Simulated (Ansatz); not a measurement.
# ZnS (Wurtzite-4H) (P6_3mc) in Ansatz: further runs

One crystal, ZnS (Wurtzite-4H), is run at these levels: RPBE, r2SCAN; tasks: relaxation of cell and atoms.

All numbers are computed with Ansatz 0.2.0; they aren't measurements. Logs are shortened: lines on timing, memory, paths and dates and some standing lists are left out, and cuts for length are marked.

**1. The structure**

It takes space group P6_3mc (No. 186, hexagonal). The conventional cell has a = 3.823 Å, b = 3.823 Å, c = 12.520 Å, α = 90.00°, β = 90.00°, γ = 120.00°. Around Zn (site symmetry 3m) lie 4 S at 2.34 to 2.35 Å. Zn (site symmetry 3m) has 4 S at 2.34 to 2.35 Å as nearest neighbours. S (site symmetry 3m) is surrounded by 4 Zn at 2.34 to 2.35 Å. Around S (site symmetry 3m) lie 4 Zn at 2.34 to 2.35 Å.

**2. Relaxation of cell and atoms, RPBE**

Input file input.yaml:

```yaml
crystal:
  lattice:
    - [3.8227, 0.0, 0.0]
    - [-1.91135, 3.310555311, 0.0]
    - [0.0, 0.0, 12.52]
  atoms:
    - { symbol: Zn, position: [0.6666666667, 0.3333333333, 0.75] }
    - { symbol: Zn, position: [0.3333333333, 0.6666666667, 0.25] }
    - { symbol: Zn, position: [0.0, 0.0, 0.5] }
    - { symbol: Zn, position: [0.0, 0.0, 0.0] }
    - { symbol: S, position: [0.6666666667, 0.3333333333, 0.9375] }
    - { symbol: S, position: [0.3333333333, 0.6666666667, 0.4375] }
    - { symbol: S, position: [0.0, 0.0, 0.6875] }
    - { symbol: S, position: [0.0, 0.0, 0.1875] }
hamiltonian:
  xc: rpbe
  pseudopotentials: { kind: paw }
kpoints:
  mp_grid: { grid: [8, 8, 3] }
scf:
  occupations: { method: fermi_dirac, width: 0.05 }
output:
  forces: true
  stress: true
  write_density: true
  write_potential: true
  elf: true
  volumetric_format: npy
relax:
  f_tol: 0.01
  max_steps: 40
  cell: { stress_tol: 0.05 }
```

Potentials or basis: Ansatz PAW.

Run with:

```console
ansatz run input.yaml --threads 2 --pin off --max-ram 5120MiB --backend cpu --events-out ev --progress --plain --runs-dir out
```

Standard output:

```text
Warning: RAYON_NUM_THREADS=2 ignored (pool sized by the plan → 2); use --threads N
Engine: ansatz 0.2.0, aarch64-unknown-linux-gnu
Pseudopotentials: kind: paw
Pseudopotential: Zn, paw, valence charge 12, recommended cutoff 420 eV (normal), Zn.paw.azcp
Pseudopotential: S, paw, valence charge 6, recommended cutoff 420 eV (normal), S.paw.azcp
Functional definition: RPBE
  parameter kappa = 0.804
  parameter beta = 0.06672455060314922
  exchange = rpbe_x(kappa = kappa, mu = beta*pi^2/3)
  correlation = pbe_c(beta = beta)
Crystal: 8 atoms, lattice volume = 158.444 Å³
Basis set: ecut = 420 eV, 3077 PW (Γ), exchange–correlation on 54×54×180 points (8 copies of the dense FFT grid, shifted against one another)
Bands: 44, of which v1, the nominal top of the filled ones, is band 36 counted from 1 (35 counted from 0)
Symmetry: 12 space group operations
Space group: P63mc (ITA 186), of the structure as read, at distance tolerance 5.4e-5 Å
k-points: 20 of 192 (time reversal used)
Non-local potential: Zn, projectors of the file, l = 0: 2, l = 1: 2, l = 2: 3, l = 3: 1
Non-local potential: S, projectors of the file, l = 0: 2, l = 1: 2, l = 2: 2
PAW form: soft (Blöchl's): semilocal exchange-correlation on the pseudo side does not see the compensation charge
PAW frozen core: Zn, regenerated for the run's functional, and the local potential with it (the file was generated under x = pbe(κ = 0.804, μ = 0.2195149727645171), c = pbe(β = 0.06672455060314922))
PAW frozen core: S, regenerated for the run's functional, and the local potential with it (the file was generated under x = pbe(κ = 0.804, μ = 0.2195149727645171), c = pbe(β = 0.06672455060314922))
PAW one-centre angular grid: Zn, 590 points (default); XC on 64 Gauss nodes
PAW one-centre angular grid: S, 110 points (default); XC on 64 Gauss nodes
Initial density: superposition of atomic densities (neutral atoms: chi_scale 0, normalization atom), corrected by the library's trained network
Initial wavefunctions: pseudopotential atomic-orbital guess
Functional: x = rpbe, c = pbe(β = 0.06672455060314922)
SCF iter   1: F=—  HF=-16926.410399 eV  |F-HF|=—  |Δ(HF+E_count)|=         —  Δρ=3.89e-3  dr2=1.25e-2  ethr=1.77e-3  ⟨swp⟩=9.2  Hψ=3915  notcnv=0
preconditioner: auto → Resta (q_TF=auto, 2.392 Å⁻¹)  ε∞=6.5  [insulator: Δε(μ)=2.306 eV  Ē_g=10.720 eV  σ=0.050 eV  W_gap=1.00  n_scr=38 (ndim 8)  ℏωp=25.0 eV  f_vac=0.034  D(μ)=0.00/eV (n_scr^D=0)  ε∞_Penn≈6.5]
SCF iter   2: F=—  HF=-16926.409653 eV  |F-HF|=—  |Δ(HF+E_count)|=   7.46e-4  Δρ=1.31e-3  dr2=2.54e-3  ethr=1.74e-5  ⟨swp⟩=2.0  Hψ=1807  notcnv=0  defer=29
SCF iter   3: F=—  HF=-16926.409337 eV  |F-HF|=—  |Δ(HF+E_count)|=   3.16e-4  Δρ=9.56e-4  dr2=1.14e-3  ethr=3.53e-6  ⟨swp⟩=2.0  Hψ=1317  notcnv=0  defer=29
[... 73 lines left out ...]
  E_nonlocal   = 2571.769355
  E_hartree    = 3481.097567
  E_xc         = -936.861277
  E_vxc        = -551.656980  (∫ρ·V_xc dr)
  E_paw        = -9751.352571  (= ΣΔE_a)
  E_vpaw       = -1612.610720  (= ΣTr[D̂ρ^β])
  E_aug_tail   = -0.001415  (compensation charges beyond the density's cutoff)
  E_ewald      = -4911.651787
  E_core_change = -0.442253  (= ΣΔE_core)
  E_smearing   = -0.000000  (= −TS)
  E_closure    = 0.000000  (closes the sum)
  Σ components = -16926.515065   (vs F -16926.515065, Δ=0.00e0)
--- Forces (eV/Å), atoms counted from 1 ---
  atom   1  Zn     0.00000000    -0.00000000    -0.00809733
  atom   2  Zn     0.00000000     0.00000000    -0.00809733
  atom   3  Zn     0.00000000    -0.00000000    -0.00917984
  atom   4  Zn     0.00000000     0.00000000    -0.00917984
  atom   5  S      0.00000000    -0.00000000     0.00808571
  atom   6  S     -0.00000000     0.00000000     0.00808571
  atom   7  S      0.00000000     0.00000000     0.00918976
  atom   8  S      0.00000000    -0.00000000     0.00918976
  max |Σ_I F_I| component: 3.39e-6 eV/Å
--- Stress (GPa, compression-positive) ---
       -0.008834      -0.000000      -0.000000
        0.000000      -0.008834       0.000000
       -0.000000       0.000000       0.002280
  P = ⅓ Tr σ = -0.0051 GPa (-0.051 kbar)
--- Band table (eV; the first three rows and the last of 20) ---
  k-point 0: bands = ["-7.5777", "-7.2066", "-7.1989", "-6.7633", "-0.9254", "-0.9193", "-0.9193", "-0.8833", "-0.8833", "-0.8750", "-0.8645", "-0.8645", "-0.8611", "-0.8311", "-0.8311", "-0.5079", "-0.5079", "-0.5013", "-0.5013", "-0.4768", "-0.4768", "-0.4630", "-0.4630", "-0.3112", "0.2890", "2.4834", "2.5013", "4.3694", "4.3694", "4.7354", "4.7354", "4.7472", "4.7472", "5.1238", "5.1594", "5.1594", "7.2191", "8.3716", "8.5087", "8.7324", "11.5926", "11.5926", "11.7132", "11.8974"]
  k-point 1: bands = ["-7.5304", "-7.3969", "-6.9927", "-6.8270", "-0.9246", "-0.9138", "-0.9133", "-0.9133", "-0.8976", "-0.8976", "-0.8509", "-0.8509", "-0.8365", "-0.8365", "-0.7507", "-0.5277", "-0.5063", "-0.5063", "-0.5030", "-0.5030", "-0.4732", "-0.4732", "-0.4663", "-0.4663", "0.7111", "1.5144", "3.5562", "4.4172", "4.4172", "4.5507", "4.5507", "4.5751", "4.9432", "4.9432", "5.0999", "5.0999", "7.6868", "8.3320", "8.4212", "8.5710", "11.5409", "11.5955", "11.6693", "11.6693"]
  k-point 2: bands = ["-7.4849", "-7.1308", "-7.1231", "-6.7129", "-0.9216", "-0.9091", "-0.9012", "-0.8897", "-0.8787", "-0.8610", "-0.8444", "-0.8421", "-0.8350", "-0.8156", "-0.8043", "-0.5211", "-0.5144", "-0.5039", "-0.4944", "-0.4915", "-0.4778", "-0.4741", "-0.4580", "-0.2868", "0.4219", "2.4259", "2.4467", "3.6929", "4.1467", "4.1542", "4.1974", "4.3839", "4.5684", "4.5746", "5.0052", "5.0444", "7.9776", "9.0124", "9.0847", "9.3248", "11.0899", "11.1863", "11.4340", "11.8391"]
  k-point 19: bands = ["-6.6246", "-6.6003", "-6.5398", "-6.5198", "-0.8461", "-0.8440", "-0.7798", "-0.7666", "-0.7428", "-0.7413", "-0.7045", "-0.6815", "-0.5915", "-0.5851", "-0.5516", "-0.5332", "-0.5075", "-0.5024", "-0.4820", "-0.4691", "-0.2912", "-0.2671", "-0.2287", "-0.2127", "0.7454", "0.8016", "0.9679", "1.0251", "2.2459", "2.3269", "2.8181", "2.9633", "3.2179", "3.5530", "3.8401", "3.8454", "9.6821", "9.7716", "9.9813", "10.3957", "11.0321", "11.0570", "11.6036", "11.9201"]
--- Relaxed structure (4 steps of the walk, 4 accepted, 1 SCFs on fresh bases) ---
  F+E_penalty+E_count = -16926.51506530 eV   max|allowed force component| = 9.190e-3 eV/Å   (the final SCF, on the basis selected at the relaxed cell)
  cell:  # Å, volume = 167.5397 Å³
    - [3.8955385679114034, 0.0, 0.0]
    - [-1.9477692839557017, 3.3736353612333274, -3.927609314170872e-35]
    - [0.0, 8.912160769466499e-34, 12.748293824407497]
  atoms:
    - { symbol: Zn, position: [0.6666666666666667, 0.33333333333333326, 0.7501074389469804] }
    - { symbol: Zn, position: [0.33333333333333326, 0.6666666666666666, 0.2501074389469804] }
    - { symbol: Zn, position: [3.8842538314535936e-34, 1.1756285769710992e-34, 0.500097020467973] }
    - { symbol: Zn, position: [-4.052216320473396e-34, -2.605774680915322e-34, 9.702046797290677e-5] }
    - { symbol: S, position: [0.6666666666666667, 0.33333333333333326, 0.9375682142600746] }
    - { symbol: S, position: [0.33333333333333326, 0.6666666666666666, 0.4375682142600746] }
    - { symbol: S, position: [1.240379167039735e-34, -4.4479967809112715e-34, 0.687227326324972] }
    - { symbol: S, position: [-8.473734521795617e-35, 5.829663355908232e-34, 0.18722732632497208] }
```

rho_z.tsv:

```text
# z_ang	rho[e/angstrom^3]
# format = ansatz-planar-average/11
# lattice	3.895538568	0.000000000	0.000000000
# lattice	-1.947769284	3.373635361	-0.000000000
# lattice	0.000000000	0.000000000	12.748293824
# sites	8
# site	30	1.947769284	1.124545120	9.562590032
# site	30	-0.000000000	2.249090241	3.188443119
# site	30	0.000000000	0.000000000	6.375383758
# site	30	-0.000000000	-0.000000000	0.001236845
# site	16	1.947769284	1.124545120	11.952395076
# site	16	-0.000000000	2.249090241	5.578248164
# site	16	0.000000000	-0.000000000	8.760975880
# site	16	-0.000000000	0.000000000	2.386828968
0.000000	1.358883e0
0.141648	1.118827e0
0.283295	6.939293e-1
0.424943	3.744361e-1
0.566591	2.118116e-1
0.708239	1.366865e-1
[... 82 lines left out ...]
12.464998	8.649347e-1
12.606646	1.207830e0
```

Wall time 34 s (2 threads of Arm Neoverse V2, shared host); peak memory 0.46 GiB.

What came out:

* Free energy: -16926.5151 eV
* Relaxed volume: 20.94 Å³/atom
* Relaxed cell: a = 3.896 Å, b = 3.896 Å, c = 12.748 Å, α = 90.00°, β = 90.00°, γ = 120.00°
* Space group after relaxing (to 0.05 Å): P6_3mc (No. 186)
* Energy gained by relaxing: 13.2 meV/atom
* Ionic steps: 5
* Pressure after relaxing: 0.0 GPa
* Largest force after relaxing: 0.009 eV/Å
* Band gap on the k mesh: 2.06 eV, direct

Forces in eV/Å, atoms in the order of the input:
```
Zn   0.000  0.000 -0.008
Zn   0.000  0.000 -0.008
Zn   0.000  0.000 -0.009
Zn   0.000  0.000 -0.009
S    0.000  0.000  0.008
S    0.000  0.000  0.008
S    0.000  0.000  0.009
S    0.000  0.000  0.009
```

The path:
```tsv
step	energy change (eV)	largest force (eV/Å)	volume (Å³)
1	0.0000	0.0431	158.44
2	-0.0839	0.0153	163.57
3	-0.1009	0.0042	167.17
4	-0.1009	0.0091	167.54
5	-0.1053	0.0092	167.54
```

Final structure:
```
CELL_PARAMETERS angstrom
3.89554 0.00000 0.00000
-1.94777 3.37364 0.00000
0.00000 0.00000 12.74829
ATOMIC_POSITIONS crystal
Zn 0.66667 0.33333 0.75011
Zn 0.33333 0.66667 0.25011
Zn 0.00000 0.00000 0.50010
Zn 0.00000 0.00000 0.00010
S 0.66667 0.33333 0.93757
S 0.33333 0.66667 0.43757
S 0.00000 0.00000 0.68723
S 0.00000 0.00000 0.18723
```

Levels at points of the mesh, in eV from the valence-band top:
```
            k point  band 34  band 35  band 36  band 37  band 38  band 39
 (0.00, 0.00, 0.00)    -0.04     0.00     0.00     2.06     3.21     3.35
(0.00, -0.50, 0.00)    -1.42    -0.99    -0.78     3.39     3.54     3.91
```

Caveat: odd divisions of the mesh miss points on the zone boundary, where band edges often lie, so the gap on the mesh can be too wide; the plane-wave basis is chosen anew once the cell has moved, so the energies of steps on either side of that aren't comparable; the PAW data sets come from PBE, with cores solved anew for the run's functional, which leaves a small shift of forces and pressure. A k mesh can miss the band edges.

**3. Relaxation of cell and atoms, r2SCAN**

Edit input.yaml of step 2 so:

```diff
@@ -15,3 +15,3 @@
 hamiltonian:
-  xc: rpbe
+  xc: r2scan
   pseudopotentials: { kind: paw }
@@ -24,6 +24,2 @@
   stress: true
-  write_density: true
-  write_potential: true
-  elf: true
-  volumetric_format: npy
 relax:
```

Potentials or basis: Ansatz PAW.

Run with:

```console
ansatz run input.yaml --threads 2 --pin off --max-ram 5120MiB --backend cpu --events-out ev --progress --plain --runs-dir out
```

Standard output:

```text
Warning: RAYON_NUM_THREADS=2 ignored (pool sized by the plan → 2); use --threads N
[... 2 set-up lines as earlier in the session ...]
Pseudopotential: Zn, paw, valence charge 12, recommended cutoff 500 eV (meta_gga), Zn.paw.azcp
Pseudopotential: S, paw, valence charge 6, recommended cutoff 500 eV (meta_gga), S.paw.azcp
Functional definition: r2SCAN
  parameter k0 = 0.174
  parameter k1 = 0.065
  parameter a1 = 4.9479
  exchange = r2scan_x(k0 = k0, k1 = k1, a1 = a1)
  correlation = r2scan_c
Crystal: 8 atoms, lattice volume = 158.444 Å³
Basis set: ecut = 500 eV, 3927 PW (Γ), exchange–correlation on 120×120×384 points (64 copies of the dense FFT grid, shifted against one another)
Bands: 44, of which v1, the nominal top of the filled ones, is band 36 counted from 1 (35 counted from 0)
[... 2 set-up lines as earlier in the session ...]
k-points: 20 of 192 (time reversal used)
[... 3 set-up lines as earlier in the session ...]
PAW frozen core: Zn, regenerated for the run's functional (the file was generated under x = pbe(κ = 0.804, μ = 0.2195149727645171), c = pbe(β = 0.06672455060314922))
PAW frozen core: S, regenerated for the run's functional (the file was generated under x = pbe(κ = 0.804, μ = 0.2195149727645171), c = pbe(β = 0.06672455060314922))
PAW one-centre angular grid: Zn, 590 points (default); XC on 261 of its mesh's 2673 points in the sphere
PAW one-centre angular grid: S, 302 points (default); XC on 160 Gauss nodes
[... 2 set-up lines as earlier in the session ...]
Functional: x = r2scan, c = r2scan; τ floored in thin density (d = 2e-4 eV/Å³)
SCF iter   1: F=—  HF=-16933.796981 eV  |F-HF|=—  |Δ(HF+E_count)|=         —  Δρ=1.54e-2  dr2=1.87e-1  dr2_τ=2.54e-2  ethr=1.77e-3  ⟨swp⟩=9.4  Hψ=4429  notcnv=0
preconditioner: auto → Resta (q_TF=auto, 2.392 Å⁻¹)  ε∞=5.8  [insulator: Δε(μ)=2.669 eV  Ē_g=11.404 eV  σ=0.050 eV  W_gap=1.00  n_scr=38 (ndim 8)  ℏωp=25.0 eV  f_vac=0.035  D(μ)=0.00/eV (n_scr^D=0)  ε∞_Penn≈5.8]
SCF iter   2: F=—  HF=-16933.793767 eV  |F-HF|=—  |Δ(HF+E_count)|=   3.21e-3  Δρ=2.37e-3  dr2=5.39e-3  dr2_τ=1.07e-3  ethr=2.59e-4  ⟨swp⟩=2.9  Hψ=1847  notcnv=0  defer=51
SCF iter   3: F=—  HF=-16933.787350 eV  |F-HF|=—  |Δ(HF+E_count)|=   6.42e-3  Δρ=3.25e-3  dr2=7.76e-3  dr2_τ=5.86e-5  ethr=7.48e-6  ⟨swp⟩=2.0  Hψ=1574  notcnv=0  defer=31
automatic band count: iteration 3 solves 43 bands in place of 44: the levels show a gap, and the empty bands left out lie too high to hold charge; the band table lists the bands solved (type scf.n_extra_bands for more)
SCF iter   4: F=—  HF=-16933.786733 eV  |F-HF|=—  |Δ(HF+E_count)|=   6.17e-4  Δρ=6.87e-4  dr2=4.05e-4  dr2_τ=1.54e-5  ethr=7.48e-6  ⟨swp⟩=2.0  Hψ=1416  notcnv=0  defer=31
SCF iter   5: F=—  HF=-16933.786790 eV  |F-HF|=—  |Δ(HF+E_count)|=   5.75e-5  Δρ=1.59e-4  dr2=3.34e-5  dr2_τ=9.31e-7  ethr=5.63e-7  ⟨swp⟩=2.0  Hψ=1550  notcnv=0  defer=31
SCF iter   6: F=—  HF=-16933.786714 eV  |F-HF|=—  |Δ(HF+E_count)|=   7.69e-5  Δρ=4.65e-5  dr2=2.35e-6  dr2_τ=1.11e-8  ethr=4.64e-8  ⟨swp⟩=2.0  Hψ=1549  notcnv=0  defer=31
[... 46 lines left out ...]
SCF converged after 7 iterations
Free energy (F): -16933.792147 eV
Harris-Foulkes:  -16933.792147 eV  (|F-HF|=1.82e-11)
Internal energy: -16933.792147 eV  (E = F + TS)
E sigma→0 (E₀):  -16933.792147 eV
Fermi energy:    7.028760 eV
--- Per-component energies (eV) ---
  E_band       = -4.697940
  E_kinetic    = 950.292445
  E_local      = -8171.928195  (includes V_loc(G=0)·N_el)
  E_nonlocal   = 2586.486287
  E_hartree    = 3429.104806
  E_xc         = -863.194124
  E_vxc        = -592.959607  (∫ρ·V_xc dr)
  E_paw        = -9839.705933  (= ΣΔE_a)
  E_vpaw       = -1664.129959  (= ΣTr[D̂ρ^β])
  E_aug_tail   = -0.000253  (compensation charges beyond the density's cutoff)
  E_vtau       = 29.331640  (kinetic-family band-sum trace: ∫τ·v_τ [+ j·A + Jᵃ·Aᵃ] dr)
  E_ewald      = -5023.677638
  E_core_change = -1.169542  (= ΣΔE_core)
  E_smearing   = -0.000000  (= −TS)
  E_closure    = -0.000000  (closes the sum)
  Σ components = -16933.792147   (vs F -16933.792147, Δ=0.00e0)
--- Forces (eV/Å), atoms counted from 1 ---
  atom   1  Zn     0.00000000    -0.00000000     0.00371440
  atom   2  Zn    -0.00000000     0.00000000     0.00371440
  atom   3  Zn     0.00000000    -0.00000000     0.00492915
  atom   4  Zn    -0.00000000     0.00000000     0.00492915
  atom   5  S      0.00000000    -0.00000000    -0.00445594
  atom   6  S      0.00000000     0.00000000    -0.00445594
  atom   7  S     -0.00000000     0.00000000    -0.00420053
  atom   8  S      0.00000000    -0.00000000    -0.00420053
  max |Σ_I F_I| component: 2.58e-5 eV/Å
--- Stress (GPa, compression-positive) ---
        0.013813       0.000000      -0.000000
        0.000000       0.013813       0.000000
       -0.000000       0.000000      -0.007702
  P = ⅓ Tr σ = 0.0066 GPa (0.066 kbar)
--- Relaxed structure (3 steps of the walk, 3 accepted, 1 SCFs on fresh bases) ---
  F+E_penalty+E_count = -16933.79214708 eV   max|allowed force component| = 4.932e-3 eV/Å   (the final SCF, on the basis selected at the relaxed cell)
  cell:  # Å, volume = 156.5795 Å³
    - [3.8082388516774675, 0.0, -2.2676062948082342e-35]
    - [-1.9041194258387337, 3.298031589231566, 5.061412461574989e-35]
    - [1.4853601282444163e-34, 0.0, 12.466828501558416]
  atoms:
    - { symbol: Zn, position: [0.6666666666666667, 0.3333333333333333, 0.7500467535376639] }
    - { symbol: Zn, position: [0.33333333333333337, 0.6666666666666669, 0.2500467535376639] }
    - { symbol: Zn, position: [-3.544836298055045e-34, -6.606850804344025e-34, 0.5000792130509797] }
    - { symbol: Zn, position: [2.799922052917845e-34, 6.082665897601757e-34, 7.921305097969247e-5] }
    - { symbol: S, position: [0.6666666666666667, 0.3333333333333333, 0.9376105123224197] }
    - { symbol: S, position: [0.33333333333333337, 0.6666666666666669, 0.4376105123224198] }
    - { symbol: S, position: [-3.204578189390264e-34, -4.582830470795844e-34, 0.6872635210889365] }
    - { symbol: S, position: [3.0898665829275636e-34, 4.1434847397112846e-34, 0.18726352108893662] }
```

Wall time 41 s (2 threads of Arm Neoverse V2, shared host); peak memory 0.75 GiB.

What came out:

```
Free energy                            : -16933.7921 eV
Relaxed volume                         : 19.57 Å³/atom
Relaxed cell                           : a = 3.808 Å, b = 3.808 Å, c = 12.467 Å, α = 90.00°, β = 90.00°, γ = 120.00°
Space group after relaxing (to 0.05 Å) : P6_3mc (No. 186)
Energy gained by relaxing              : 0.7 meV/atom
Ionic steps                            : 4
Pressure after relaxing                : 0.0 GPa
Largest force after relaxing           : 0.005 eV/Å
Band gap on the k mesh                 : 2.74 eV
```

Forces on the atoms (eV/Å):
```
Zn   0.000  0.000  0.004
Zn   0.000  0.000  0.004
Zn   0.000  0.000  0.005
Zn   0.000  0.000  0.005
S    0.000  0.000 -0.004
S    0.000  0.000 -0.004
S    0.000  0.000 -0.004
S    0.000  0.000 -0.004
```

Step by step:
```tsv
step	energy change (eV)	largest force (eV/Å)	volume (Å³)
1	0.0000	0.0424	158.44
2	-0.0049	0.0190	157.28
3	-0.0059	0.0050	156.58
4	-0.0054	0.0049	156.58
```

Final structure:
```yaml
crystal:
  lattice:
    - [3.80824, 0.00000, 0.00000]
    - [-1.90412, 3.29803, 0.00000]
    - [0.00000, 0.00000, 12.46683]
  atoms:
    - { symbol: Zn, position: [0.66667, 0.33333, 0.75005] }
    - { symbol: Zn, position: [0.33333, 0.66667, 0.25005] }
    - { symbol: Zn, position: [0.00000, 0.00000, 0.50008] }
    - { symbol: Zn, position: [0.00000, 0.00000, 0.00008] }
    - { symbol: S, position: [0.66667, 0.33333, 0.93761] }
    - { symbol: S, position: [0.33333, 0.66667, 0.43761] }
    - { symbol: S, position: [0.00000, 0.00000, 0.68726] }
    - { symbol: S, position: [0.00000, 0.00000, 0.18726] }
```

Caveat: odd divisions of the mesh miss points on the zone boundary, where band edges often lie, so the gap on the mesh can be too wide; the plane-wave basis is chosen anew once the cell has moved, so the energies of steps on either side of that aren't comparable; the PAW data sets come from PBE, with cores solved anew for the run's functional, which leaves a small shift of forces and pressure. A k mesh can miss the band edges.
